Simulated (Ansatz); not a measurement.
Input and command of a calculation in Ansatz (plane waves; scalar-relativistic PAW potentials unless the input names others):

```yaml
crystal:
  lattice:
    - [-4.8517212585, 2.8011425747, 5.1654655887]
    - [0.0, -5.6022851492, 5.1654655887]
    - [4.8517212585, 2.8011425746, 5.1654655887]
  atoms:
    - { symbol: Zr, position: [0.5277777778, 0.5277777778, 0.1944444444] }
    - { symbol: Zr, position: [0.8611111111, 0.1944444444, 0.1944444444] }
    - { symbol: Zr, position: [0.1944444444, 0.5277777778, 0.5277777778] }
    - { symbol: Zr, position: [0.1944444444, 0.8611111111, 0.1944444444] }
    - { symbol: Zr, position: [0.5277777778, 0.1944444444, 0.5277777778] }
    - { symbol: Zr, position: [0.8611111111, 0.5277777778, 0.8611111111] }
    - { symbol: Zr, position: [0.8611111111, 0.8611111111, 0.5277777778] }
    - { symbol: Zr, position: [0.1944444444, 0.1944444444, 0.8611111111] }
    - { symbol: Zr, position: [0.5277777778, 0.8611111111, 0.8611111111] }
    - { symbol: Zr, position: [0.4722222222, 0.8055555556, 0.4722222222] }
    - { symbol: Zr, position: [0.8055555556, 0.4722222222, 0.4722222222] }
    - { symbol: Zr, position: [0.1388888889, 0.8055555556, 0.8055555556] }
    - { symbol: Zr, position: [0.1388888889, 0.1388888889, 0.4722222222] }
    - { symbol: Zr, position: [0.4722222222, 0.4722222222, 0.8055555556] }
    - { symbol: Zr, position: [0.8055555556, 0.8055555556, 0.1388888889] }
    - { symbol: Zr, position: [0.8055555556, 0.1388888889, 0.8055555556] }
    - { symbol: Zr, position: [0.1388888889, 0.4722222222, 0.1388888889] }
    - { symbol: Zr, position: [0.4722222222, 0.1388888889, 0.1388888889] }
    - { symbol: H, position: [0.0223525031, -0.0031032952, 0.0083455219] }
basis:
  xc_grid: 2
kpoints:
  mp_grid: { grid: [2, 2, 2], shift: [0.0, 0.0, 0.0] }
hamiltonian:
  xc: pbe
  pseudopotentials: { kind: paw, source: jth }
scf:
  occupations: { method: gaussian, width: 0.1 }
output:
  forces: true
  eigenvalues: true
relax:
  adjacent_minimum: "off"
  f_tol: 0.02
  max_steps: 60
```

```bash
ansatz run input.yaml --threads 4 --pin off --max-ram 8192MiB --backend cpu --events-out ev --progress --plain --runs-dir out
```

Abridged log:
```
Warning: <dir> the checks of this Zr dataset prove no rule for summing its radial tables, as where they were carried onto another mesh than they were made on, and Gregory's rule is taken, under which a leading mesh point left out moves its sums only by what lay on the interval it spanned. ...
Warning: <dir> the checks of this H dataset prove no rule for summing its radial tables, as where they were carried onto another mesh than they were made on, and Gregory's rule is taken, under which a leading mesh point left out moves its sums only by what lay on the interval it spanned. ...
Basis set: ecut = 990 eV, 29751 PW (Γ), exchange–correlation on 160×160×160 points (8 copies of the dense FFT grid, shifted against one another)
Bands: 131, of which v1, the nominal top of the filled ones, is band 109 counted from 1 (108 counted from 0)
Symmetry: 1 space group operations
k-points: 8
SCF iter   1: F=—  HF=-75259.460889 eV  |F-HF|=—  |Δ(HF+E_count)|=         —  Δρ=5.91e-2  dr2=2.08e1  ethr=3.10e-3  ⟨swp⟩=4.9  Hψ=4505  notcnv=0
SCF iter   2: F=—  HF=-75254.727446 eV  |F-HF|=—  |Δ(HF+E_count)|=    4.73e0  Δρ=3.67e-2  dr2=7.60e0  ethr=3.10e-3  ⟨swp⟩=2.0  Hψ=1612  notcnv=0  defer=68
SCF iter   3: F=—  HF=-75252.185051 eV  |F-HF|=—  |Δ(HF+E_count)|=    2.54e0  Δρ=6.86e-3  dr2=1.23e-1  ethr=3.10e-3  ⟨swp⟩=2.2  Hψ=1961  notcnv=0  defer=68
SCF iter   4: F=—  HF=-75252.220617 eV  |F-HF|=—  |Δ(HF+E_count)|=   3.56e-2  Δρ=1.98e-3  dr2=2.14e-2  ethr=5.65e-5  ⟨swp⟩=3.0  Hψ=2063  notcnv=0  defer=68
SCF iter   5: F=—  HF=-75252.219408 eV  |F-HF|=—  |Δ(HF+E_count)|=   1.21e-3  Δρ=6.56e-4  dr2=3.00e-3  ethr=9.87e-6  ⟨swp⟩=2.0  Hψ=1282  notcnv=0  defer=68
SCF iter   6: F=—  HF=-75252.218887 eV  |F-HF|=—  |Δ(HF+E_count)|=   5.21e-4  Δρ=1.52e-4  dr2=1.57e-4  ethr=1.38e-6  ⟨swp⟩=2.0  Hψ=1236  notcnv=0  defer=68
SCF iter   7: F=—  HF=-75252.218890 eV  |F-HF|=—  |Δ(HF+E_count)|=   3.23e-6  Δρ=7.42e-5  dr2=8.76e-5  ethr=7.23e-8  ⟨swp⟩=2.0  Hψ=1279  notcnv=0  defer=68
SCF iter   8: F=-75252.218882 eV  HF=-75252.218884 eV  |F-HF|=1.63e-6  |Δ(HF+E_count)|=   6.42e-6  Δρ=1.99e-5  dr2=2.68e-6  ethr=4.61e-9  ⟨swp⟩=10.5  Hψ=4622  notcnv=0
SCF 1 converged in 8 iterations: F = -75252.218882 eV  dr2 = 2.68e-6
relax step   1: F+E_penalty+E_count = -75252.21888205 eV  Δ(F+E_penalty+E_count) = +0.000e0 eV  max|allowed force component| = 3.668e-1 eV/Å  Δτ_max = 0.0000 Å  (8 SCF iters, dr2 threshold 1.00e-5 eV, accepted)
Initial density: handed on by an earlier stage of this run
Initial wavefunctions: those handed on with the density
   ...
SCF iter   2: F=—  HF=-75252.289867 eV  |F-HF|=—  |Δ(HF+E_count)|=   3.27e-3  Δρ=1.25e-3  dr2=7.75e-3  ethr=1.33e-5  ⟨swp⟩=2.0  Hψ=1318  notcnv=0  defer=56
SCF iter   3: F=—  HF=-75252.288228 eV  |F-HF|=—  |Δ(HF+E_count)|=   1.64e-3  Δρ=3.46e-4  dr2=1.27e-3  ethr=3.57e-6  ⟨swp⟩=2.0  Hψ=1278  notcnv=0  defer=56
SCF iter   4: F=—  HF=-75252.288092 eV  |F-HF|=—  |Δ(HF+E_count)|=   1.35e-4  Δρ=8.16e-5  dr2=2.49e-5  ethr=5.84e-7  ⟨swp⟩=2.0  Hψ=1291  notcnv=0  defer=56
SCF iter   5: F=—  HF=-75252.287743 eV  |F-HF|=—  |Δ(HF+E_count)|=   3.49e-4  Δρ=3.35e-5  dr2=7.96e-6  ethr=1.15e-8  ⟨swp⟩=2.0  Hψ=1392  notcnv=0  defer=56
SCF iter   6: F=—  HF=-75252.287743 eV  |F-HF|=—  |Δ(HF+E_count)|=   2.97e-7  Δρ=8.71e-6  dr2=1.03e-6  ethr=3.67e-9  ⟨swp⟩=2.0  Hψ=1292  notcnv=0  defer=56
SCF iter   7: F=-75252.287743 eV  HF=-75252.287743 eV  |F-HF|=4.87e-8  |Δ(HF+E_count)|=   1.89e-8  Δρ=2.93e-6  dr2=7.41e-8  ethr=4.22e-10  ⟨swp⟩=10.9  Hψ=4096  notcnv=0
   ...
SCF converged after 2 iterations
Free energy (F): -75252.287743 eV
Harris-Foulkes:  -75252.287743 eV  (|F-HF|=1.31e-10)
Internal energy: -75252.096923 eV  (E = F + TS)
E sigma→0 (E₀):  -75252.192333 eV
Entropy (-TS):   -0.190820 eV (-10.043 meV/atom)
Fermi energy:    13.800636 eV
--- Forces (eV/Å), atoms counted from 1 ---
  atom   1  Zr    -0.00124545     0.00180218    -0.00907581
  atom   2  Zr     0.00323106    -0.00359887    -0.00816396
  atom   3  Zr    -0.00115164     0.00296218    -0.00866655
  atom   4  Zr     0.00156659     0.00081146    -0.00969391
  atom   5  Zr    -0.00027050    -0.00036179    -0.00873257
  atom   6  Zr    -0.00110024     0.00045868    -0.00866538
  atom   7  Zr     0.00093034     0.00205355    -0.00980390
  atom   8  Zr    -0.00054567    -0.00251354    -0.00913206
  atom   9  Zr     0.00034937     0.00046526    -0.01028324
  atom  10  Zr    -0.00096942     0.00155464     0.00861974
  atom  11  Zr     0.00071312     0.00156180     0.00854044
  atom  12  Zr    -0.00087536     0.00007661     0.00792137
  atom  13  Zr    -0.00119649    -0.00143468     0.00862038
  atom  14  Zr    -0.00194371     0.00128644     0.01047133
  atom  15  Zr    -0.00028760    -0.00046406     0.00924880
  atom  16  Zr     0.00083941     0.00167675     0.01139823
  atom  17  Zr    -0.00080222     0.00127289     0.01049343
  atom  18  Zr     0.00088635    -0.00188236     0.01097487
  atom  19  H      0.00186976    -0.00572398    -0.00406142
--- Relaxed structure (5 steps of the walk, 5 accepted, 0 SCFs on fresh bases) ---
  F+E_penalty+E_count = -75252.28774331 eV   max|allowed force component| = 1.140e-2 eV/Å
  atoms:
    - { symbol: Zr, position: [0.52801149, 0.52680005, 0.19529329] }
    - { symbol: Zr, position: [0.85675952, 0.19493344, 0.19564204] }
    - { symbol: Zr, position: [0.19586184, 0.52687833, 0.52734780] }
    - { symbol: Zr, position: [0.19652203, 0.85527186, 0.19566096] }
    - { symbol: Zr, position: [0.52804261, 0.19475982, 0.52730526] }
    - { symbol: Zr, position: [0.86221147, 0.53020133, 0.86157504] }
    - { symbol: Zr, position: [0.86229490, 0.86104743, 0.53076925] }
    - { symbol: Zr, position: [0.19647288, 0.19498086, 0.85591905] }
    - { symbol: Zr, position: [0.53162066, 0.86097387, 0.86152777] }
    - { symbol: Zr, position: [0.47418382, 0.80503601, 0.47356061] }
    - { symbol: Zr, position: [0.80628811, 0.47296853, 0.47344589] }
    - { symbol: Zr, position: [0.14569474, 0.80461243, 0.80525093] }
    - { symbol: Zr, position: [0.14008387, 0.13870926, 0.47012392] }
    - { symbol: Zr, position: [0.47410278, 0.47296300, 0.80557527] }
    - { symbol: Zr, position: [0.80588359, 0.80455065, 0.14505373] }
    - { symbol: Zr, position: [0.80583439, 0.14453763, 0.80506162] }
    - { symbol: Zr, position: [0.13999563, 0.46942367, 0.13929956] }
    - { symbol: Zr, position: [0.47090348, 0.13866192, 0.13929778] }
    - { symbol: H, position: [0.00158459, -0.00041349, 0.00063564] }
```

Apart from outputs and empty bands, the input differs from a reference run on usual settings in kpoints.mp_grid.grid: [3, 3, 3] → [2, 2, 2]; hamiltonian.pseudopotentials: not typed → {"kind": "paw", "source": "jth"}; basis.ecutwfc: 420 → not typed. The reference, at the same start, ended its own course with largest force 0.026 eV/Å, no gap on the mesh. This run converged in 30 SCF iterations over all its steps (reference: 28) with a total energy on another zero, largest force 0.012 eV/Å, no gap on the mesh. Its k mesh is looser than usual. The Hamiltonian differs as well, so the change in the result can't be put down to that alone.

It took 91 s on 4 threads of Intel(R) Xeon(R) Platinum 8488C (Sapphire Rapids) (shared host), peak memory 4.2 GiB.